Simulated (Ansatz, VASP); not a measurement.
## SnTe in VASP and in Ansatz

```
Te Sn
1.0
     0.00000    3.15085    3.15085
     3.15085    0.00000    3.15085
     3.15085    3.15085    0.00000
Te Sn
1 1
Direct
  0.50000 0.50000 0.50000
  0.00000 0.00000 0.00000
```

Alike in both runs: task single point; functional PBE; k mesh 7 × 7 × 7; occupations gaussian, width 0.015 eV; no spin polarisation.

|  | VASP | Ansatz |
| --- | --- | --- |
| version | VASP 6.6.1 | Ansatz 0.2.0 |
| potentials or method | VASP PAW PBE potentials, release 64 (Te, Sn_d), cutoff 520 eV | all-electron LAPW, scalar-relativistic |

```csv
,VASP,Ansatz,Ansatz less VASP
gap on the k mesh at the Fermi level (eV),0.66,0.66,+0.001
least direct gap on the mesh (eV),0.66,0.66,+0.001
pressure (GPa),2.2,2.2,+0.07
```

Ansatz ran all-electron here, so the differences hold the error of VASP's frozen core and of both bases.

Spin-orbit coupling is left out, which matters for the levels of Te.
